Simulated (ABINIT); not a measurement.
Fe:

```
Fe
1.0
    -1.44300    1.44300    1.44300
     1.44300   -1.44300    1.44300
     1.44300    1.44300   -1.44300
Fe
1
Direct
  0.00000 0.00000 0.00000
```

Base run:

```yaml
Program: ABINIT 10.8.3 (patched build)
Functional: PBE
Potentials_or_basis: JTH PAW PBE v2.0
Cutoff: 463 eV
k_mesh: 17 × 17 × 17
Occupations: fermi-dirac, width 0.05 eV
Spin: collinear spin, ferromagnetic start
Starting_moments: "[3.0] μB"
```

Its results: band gap on the k mesh none (metal or under the smearing width); net moment 2.27 μB per cell; site moments Fe +2.33 μB.

The run is repeated on the same cell with these changes: k mesh from 17 × 17 × 17 to 5 × 5 × 5. What comes out?

Band gap on the k mesh none (metal or under the smearing width); net moment 2.09 μB per cell; site moments Fe +2.14 μB.

Caveats: some runs use coarse meshes.
